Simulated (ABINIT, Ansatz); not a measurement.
**A GW chain in ABINIT: SiC (P6_3mc)**

Aim: the G0W0 gap of SiC (P6_3mc) on PBE, step by step.

Method: PBE and many-body steps on it, plane waves, in ABINIT 10.8.3.

**Experimental background.**

- Gap 3.2 eV: experimental band gap quoted from earlier work; bulk crystal (quoted in “Local vibrational modes of Si vacancy spin qubits in SiC”, 2020, arxiv:2002.00067).

- Gap 3.285 eV: band gap at low temperature, quoted from earlier experiments; bulk crystal (quoted in “Excitation properties of the divacancy in 4H-SiC”, 2018, arxiv:1804.01167).

- Gap 3.26 eV: band gap of pure 4H-SiC, stated as experimental; bulk crystal (pure 4H-SiC, measurement details not given) (quoted in “IBIL Measurement and Optical Simulation of the DI Center in 4H-SiC”, 2023, pmc:10096426).

## (1) Starting point

It takes space group P6_3mc (No. 186, hexagonal). Conventional cell: a = 3.076 Å, b = 3.076 Å, c = 10.071 Å, α = 90.00°, β = 90.00°, γ = 120.00°. Nearest to Si lie 4 C at 1.88 to 1.89 Å. Si has 4 C at 1.88 to 1.89 Å nearest. C has 4 Si at 1.88 to 1.89 Å nearest. Nearest to C lie 4 Si at 1.88 to 1.89 Å. Farther neighbours are not listed.

As a file:

```cif
data_structure
_symmetry_space_group_name_H-M 'P 1'
_symmetry_Int_Tables_number 1
_cell_length_a 3.0757
_cell_length_b 3.0757
_cell_length_c 10.0706
_cell_angle_alpha 90.000
_cell_angle_beta 90.000
_cell_angle_gamma 120.000
_cell_volume 82.50
loop_
_atom_site_label
_atom_site_type_symbol
_atom_site_fract_x
_atom_site_fract_y
_atom_site_fract_z
_atom_site_occupancy
Si1 Si 0.66667 0.33333 0.93784 1
Si2 Si 0.33333 0.66667 0.43784 1
Si3 Si 0.00000 0.00000 0.68789 1
Si4 Si 0.00000 0.00000 0.18789 1
C5 C 0.66667 0.33333 0.74980 1
C6 C 0.33333 0.66667 0.24980 1
C7 C 0.00000 0.00000 0.50046 1
C8 C 0.00000 0.00000 0.00046 1
```

The cell and positions are those that the Materials Project relaxed with its own functionals (PBE, PBE+U or r2SCAN), kept fixed.

## (2) Ground state

This step: ABINIT 10.8.3; DFT, PBE, plane waves, norm-conserving pseudopotentials.

The ground-state density comes first.

run.abi reads:

```
acell 3*1.0 Angstrom
rprim 
  3.075694149693 -0.000000000023 0.000000000000
  -1.537847074826 2.663629267917 0.000000000000
  0.000000000000 0.000000000000 10.070646480000
ntypat 2
znucl 14 6
natom 8
typat 1 1 1 1 2 2 2 2
xred 
  0.666666666667 0.333333333333 0.937841980000
  0.333333333333 0.666666666667 0.437841980000
  0.000000000000 0.000000000000 0.687894380000
  0.000000000000 0.000000000000 0.187894380000
  0.666666666667 0.333333333333 0.749802590000
  0.333333333333 0.666666666667 0.249802590000
  0.000000000000 0.000000000000 0.500460050000
  0.000000000000 0.000000000000 0.000460050000
pp_dirpath "pseudos"
pseudos "Si.upf, C.upf"
ecut 37
ngkpt 6 6 2
nshiftk 1
shiftk 0 0 0
kptopt 1
chksymbreak 0
nband 24
occopt 1
tolvrs 1e-10
nstep 60
prtwf 0
optforces 0
optstress 0
indata_prefix "in"
outdata_prefix "out"
tmpdata_prefix "tmp"
```

Launch:

```
OMP_NUM_THREADS=1 mpirun -n 4 abinit run.abi > log
```

Numbers of over 12 decimals in the logs are rounded to 6 here.

Output:

```text
.Version 10.8.3 of ABINIT. v10.8.2 released Aug 2026.

 Symmetries : space group P6_3 m c (#186); Bravais hP (primitive hexag.)
================================================================================
 Values of the parameters that define the memory need of the present run
     intxc =       0    ionmov =       0      iscf =       7    lmnmax =       6
     lnmax =       6     mgfft =     108  mpssoang =       3    mqgrid =    5212
     natom =       8  nloc_mem =       1    nspden =       1   nspinor =       1
    nsppol =       1      nsym =      12    n1xccc =    2501    ntypat =       2
    occopt =       1   xclevel =       2
-    mband =          24        mffmem =           1         mkmem =           4
       mpw =        6030          nfft =      110592          nkpt =          14
================================================================================
  Rough estimation (10% accuracy) of disk space for files :
================================================================================

--------------------------------------------------------------------------------
------------- Echo of variables that govern the present computation ------------
--------------------------------------------------------------------------------
 -outvars: echo values of preprocessed input variables --------
            acell      1.8897261259E+00  1.8897261259E+00  1.8897261259E+00 Bohr

      chksymbreak           0
             ecut      3.70000000E+01 Hartree
-          fftalg         312

              ixc     -101130
              kpt      0.00000000E+00  0.00000000E+00  0.00000000E+00
                       1.66666667E-01  0.00000000E+00  0.00000000E+00
                       3.33333333E-01  0.00000000E+00  0.00000000E+00
                       5.00000000E-01  0.00000000E+00  0.00000000E+00
                       1.66666667E-01  1.66666667E-01  0.00000000E+00
                       3.33333333E-01  1.66666667E-01  0.00000000E+00
                       3.33333333E-01  3.33333333E-01  0.00000000E+00
                       0.00000000E+00  0.00000000E+00  5.00000000E-01
                       1.66666667E-01  0.00000000E+00  5.00000000E-01
                       3.33333333E-01  0.00000000E+00  5.00000000E-01
                       5.00000000E-01  0.00000000E+00  5.00000000E-01
[...]
kptrlatt        6    0    0      0    6    0      0    0    2
          kptrlen      3.48733175E+01
P           mkmem           4
            natom           8
            nband          24
            ngfft          32      32     108
             nkpt          14
            nstep          60
             nsym          12
           ntypat           2
              occ      2.000000  2.000000  2.000000  2.000000  2.000000  2.000000
                       2.000000  2.000000  2.000000  2.000000  2.000000  2.000000
                       2.000000  2.000000  2.000000  2.000000  0.000000  0.000000
                       0.000000  0.000000  0.000000  0.000000  0.000000  0.000000
        optforces           0
        optstress           0
            prtwf           0
            rprim      3.0756941497E+00 -2.3000000000E-11  0.0000000000E+00
[...]
spgroup         186

           tolvrs      1.00000000E-10

             xred      6.6666666667E-01  3.3333333333E-01  9.3784198000E-01
[...]
znucl       14.00000    6.00000

================================================================================

 chkinp: Checking input parameters for consistency.

================================================================================
== DATASET  1 ==================================================================
-   mpi_nproc: 4, omp_nthreads: 1 (-1 if OMP is not activated)

--- !DatasetInfo
iteration_state: {dtset: 1, }
dimensions: {natom: 8, nkpt: 14, mband: 24, nsppol: 1, nspinor: 1, nspden: 1, mpw: 6030, }
cutoff_energies: {ecut:  37.0, pawecutdg:  -1.0, }
electrons: {nelect:   3.20000000E+01, charge:   0.00000000E+00, occopt:   1.00000000E+00, tsmear:   1.00000000E-02, }

 Real(R)+Recip(G) space primitive vectors, cartesian coordinates (Bohr,Bohr^-1):
 R(1)=  5.8122196  0.0000000  0.0000000  G(1)=  0.1720513  0.0993339  0.0000000
 R(2)= -2.9061098  5.0335298  0.0000000  G(2)=  0.0000000  0.1986677  0.0000000
 R(3)=  0.0000000  0.0000000 19.0307638  G(3)=  0.0000000  0.0000000  0.0525465
 Unit cell volume ucvol=  5.5676366E+02 bohr^3
 Angles (23,13,12)=  9.00000000E+01  9.00000000E+01  1.20000000E+02 degrees

 getcut: wavevector=  0.0000  0.0000  0.0000  ngfft=  32  32 108
         ecut(hartree)=     37.000   => boxcut(ratio)=   2.01068

--- Pseudopotential description ------------------------------------------------
- Si Generated using ONCVPSP code by D. R. Hamann
- 14.00000   4.00000  171031                  znucl, zion, pspdat
12 -101130 2 -1 1510                          pspcod,pspxc,lmax,lloc,mmax
     nproj     2     2     2
  pspatm : epsatm=    9.34321561
         --- l  ekb(1:nproj) -->
[...]
pspatm: atomic psp has been read  and splines computed

- C Generated using ONCVPSP code by D. R. Hamann
-  6.00000   4.00000  171031                  znucl, zion, pspdat
12 -101130 1 -1 1248                          pspcod,pspxc,lmax,lloc,mmax
     nproj     2     2     0
  pspatm : epsatm=    4.31346680
         --- l  ekb(1:nproj) -->
[...]
pspatm: atomic psp has been read  and splines computed

   1.74805535E+03                                ecore*ucvol(ha*bohr**3)
--------------------------------------------------------------------------------

_setup2: Arith. and geom. avg. npw (full set) are    5986.958    5986.930

================================================================================

--- !BeginCycle
iteration_state: {dtset: 1, }
solver: {iscf: 7, nstep: 60, nline: 4, wfoptalg: 0, }
tolerances: {tolvrs: 1.00E-10, }

     iter   Etot(hartree)      deltaE(h)  residm     vres2
 ETOT  1  -40.689975357196    -4.069E+01 3.920E-02 1.189E+03
 ETOT  2  -40.928112186779    -2.381E-01 3.652E-02 4.937E+02
 ETOT  3  -41.078240039922    -1.501E-01 8.897E-03 4.289E-01
 ETOT  4  -41.078471795709    -2.318E-04 4.758E-03 3.134E-02
 ETOT  5  -41.078477453201    -5.657E-06 5.138E-03 9.464E-04
 ETOT  6  -41.078477510293    -5.709E-08 2.141E-03 1.508E-04
 ETOT  7  -41.078477538850    -2.856E-08 1.049E-03 1.673E-05
 ETOT  8  -41.078477540450    -1.600E-09 5.729E-04 5.127E-07
 ETOT  9  -41.078477540482    -3.158E-11 2.196E-04 3.423E-08
 ETOT 10  -41.078477540484    -1.968E-12 6.056E-04 6.029E-10
 ETOT 11  -41.078477540483     5.045E-13 1.911E-04 1.744E-11

 At SCF step   11       vres2   =  1.74E-11 < tolvrs=  1.00E-10 =>converged.

--- !ResultsGS
iteration_state: {dtset: 1, }
comment   : Summary of ground state results
lattice_vectors:
- [  5.8122196,  -0.0000000,   0.0000000, ]
- [ -2.9061098,   5.0335298,   0.0000000, ]
- [  0.0000000,   0.0000000,  19.0307638, ]
lattice_lengths: [   5.81222,    5.81222,   19.03076, ]
lattice_angles: [ 90.000,  90.000, 120.000, ] # degrees, (23, 13, 12)
lattice_volume:   5.5676366E+02
convergence: {deltae:  5.045E-13, res2:  1.744E-11, residm:  1.911E-04, diffor:  0.000E+00, }
etotal    :  -4.10784775E+01
entropy   :   0.00000000E+00
fermie    :   2.54948116E-01
cartesian_stress_tensor: null
pressure_GPa: null
xred      :
- [  6.6667E-01,   3.3333E-01,   9.3784E-01, Si]
- [  3.3333E-01,   6.6667E-01,   4.3784E-01, Si]
- [  3.7007E-17,   3.7007E-17,   6.8789E-01, Si]
- [  3.7007E-17,   3.7007E-17,   1.8789E-01, Si]
- [  6.6667E-01,   3.3333E-01,   7.4980E-01,  C]
- [  3.3333E-01,   6.6667E-01,   2.4980E-01,  C]
- [  3.7007E-17,   3.7007E-17,   5.0046E-01,  C]
- [  3.7007E-17,   3.7007E-17,   4.6005E-04,  C]
cartesian_forces: null
force_length_stats: {min: null, max: null, mean: null, }

 Integrated electronic density in atomic spheres:
 ------------------------------------------------
 Atom  Sphere_radius  Integrated_density
[...]
================================================================================

 ----iterations are completed or convergence reached----

 Mean square residual over all n,k,spin=   10.296E-07; max=  19.112E-05
 reduced coordinates (array xred) for    8 atoms
[...]
0.000000000000      0.000000000000      0.187894380000
       0.666666666667      0.333333333333      0.749802590000
       0.333333333333      0.666666666667      0.249802590000
       0.000000000000      0.000000000000      0.500460050000
       0.000000000000      0.000000000000      0.000460050000
 rms dE/dt=  0.0000E+00; max dE/dt=  0.0000E+00; dE/dt below (all hartree)
    1       0.000000000000      0.000000000000      0.000000000000
    2       0.000000000000      0.000000000000      0.000000000000
    3       0.000000000000      0.000000000000      0.000000000000
    4       0.000000000000      0.000000000000      0.000000000000
    5       0.000000000000      0.000000000000      0.000000000000
    6       0.000000000000      0.000000000000      0.000000000000
    7       0.000000000000      0.000000000000      0.000000000000
    8       0.000000000000      0.000000000000      0.000000000000

 cartesian coordinates (angstrom) at end:
    1      1.537847     0.887876     9.444675
    2      1.367e-11     1.775753     4.409352
    3      0.000000     0.000000     6.927541
    4      0.000000     0.000000     1.892218
    5      1.537847     0.887876     7.550997
    6      1.367e-11     1.775753     2.515674
    7      0.000000     0.000000     5.039956
    8      0.000000     0.000000     0.004633
 length scales=  1.889726125908  1.889726125908  1.889726125908 bohr
              =  1.000000000000  1.000000000000  1.000000000000 angstroms
 prteigrs : about to open file out_EIG
 Fermi (or HOMO) energy (hartree) =   0.25495   Average Vxc (hartree)=  -0.41532
 Eigenvalues (hartree) for nkpt=  14  k points:
 kpt#   1, nband= 24, wtk=  0.01389, kpt=  0.0000  0.0000  0.0000 (reduced coord)
  -0.31516   -0.27183   -0.27047   -0.18372   -0.06249    0.09349    0.09498    0.21124
   0.21124    0.22822    0.22822    0.23345    0.23345    0.25300    0.25495    0.25495
   0.44278    0.46407    0.48689    0.48780    0.51193    0.51195    0.51284    0.51286
 prteigrs : prtvol=0 or 1, do not print more k-points.

--- !EnergyTerms
iteration_state     : {dtset: 1, }
comment             : Components of total free energy in Hartree
kinetic             :  2.35978425213173E+01
hartree             :  4.69674993212079E+00
xc                  : -1.51279979119173E+01
Ewald energy        : -4.18766357211719E+01
psp_core            :  3.13967215874692E+00
local_psp           : -1.65451608048558E+01
non_local_psp       :  1.03705228527668E+00
total_energy        : -4.10784775404834E+01
total_energy_eV     : -1.11780231875095E+03
band_energy         :  1.13215869106599E+00

== END DATASET(S) ==============================================================
================================================================================

 -outvars: echo values of variables after computation  --------
           etotal     -4.1078477540E+01
            nband          24
             nkpt          14
          spgroup         186
 [... the other variables as echoed above ...]

 Calculation completed.
```

Wall time 20 s (4 MPI ranks of Arm Neoverse V1, shared host); peak memory 0.36 GiB.

This step gave:

```yaml
total_energy: -1117.8023 eV
gap: 2.228 eV
k_of_the_valence_top: 0, 0, 0
k_of_the_conduction_bottom: 0.5, 0, 0
least_direct_gap: 3.353 eV
```

The gap is indirect, with the least direct gap 1.13 eV higher.

(Part 1 of 3 ends here.)

[Paths, hosts, dates, memory and timing lines, banners, echoed tables and standing remarks are left out of the program output.]

[Logs are printed without paths, hosts, clocks, repeated set-up lines and the standing remarks that a program may print on its own settings, such as how far it seeks lower states.]

[Runs of the session that timed out or met a known fault of the program may be left out.]

[Hosts, paths, dates, database ids (printed as entryN), source tags and the programs' standing remarks are cut or masked in the printed files.]

[G0W0 gaps are taken among the corrected bands and points alone; a level outside them can change the order at an edge.]

[Where Ansatz stands beside ABINIT at settings called matched, ABINIT's density can come from a denser mesh and the files from another edition; pairs whose starting gaps differed by over 0.03 eV were left out, so agreement reads better than it is.]
